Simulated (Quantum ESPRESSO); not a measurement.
## FeO (Wuestite): single point with PBE

The system is FeO (Wuestite).

```
Fe O
1.0
     0.00000    2.15540    2.15540
     2.15540    0.00000    2.15540
     2.15540    2.15540    0.00000
Fe O
1 1
Direct
  0.00000 0.00000 0.00000
  0.50000 0.50000 0.50000
```

```json
{
  "Program": "Quantum ESPRESSO 7.5",
  "Task": "single point",
  "Functional": "PBE",
  "Potentials or basis": "SSSP 1.3 efficiency PBE",
  "Cutoff": "871 eV",
  "Density cutoff": "10640 eV",
  "k mesh": "11 × 11 × 11",
  "Occupations": "fermi-dirac, width 0.05 eV",
  "Spin": "collinear spin, ferromagnetic start",
  "Starting moments": "[4.5, 0.0] μB",
  "Mixing beta": "0.3",
  "Most SCF iterations": "120",
  "SCF threshold": "4e-10 Ry"
}
```

* Pressure: -1.2 GPa
* Band gap on the k mesh: none (metal or under the smearing width)
* Net moment: 4.00 μB per cell
* Absolute moment: 4.01 μB per cell
* Site moments: Fe +3.45; O +0.32 μB
* Valence electrons inside the program's atomic spheres: Fe 13.54; O 5.84

Levels at points of the mesh, in eV from the Fermi level:
Spin up:
| k point | band 9 | band 10 | band 11 | band 12 | band 13 | band 14 | band 15 | band 16 | band 17 | band 18 |
| --- | --- | --- | --- | --- | --- | --- | --- | --- | --- | --- |
| (0.00, 0.00, 0.00) | -3.86 | -3.86 | -3.86 | -3.68 | -3.68 | 0.01 | 15.37 | 16.95 | 16.95 | 16.95 |
Spin down:
| k point | band 6 | band 7 | band 8 | band 9 | band 10 | band 11 | band 12 | band 13 |
| --- | --- | --- | --- | --- | --- | --- | --- | --- |
| (0.00, 0.00, 0.00) | -3.31 | -3.31 | -3.31 | -0.74 | -0.74 | -0.74 | 0.22 | 0.22 |

Run time: 65 s on 1 thread of Arm Neoverse V1, on a shared host, peak memory 0.28 GiB.

The gap isn't set beside the measured one, since this odd mesh misses points on the zone boundary.

Caveat: a cell with one magnetic atom can't hold antiferromagnetic order, which such compounds often take; semilocal functionals often make such compounds metallic where correlation or magnetic order opens a gap, which also shifts bond lengths.
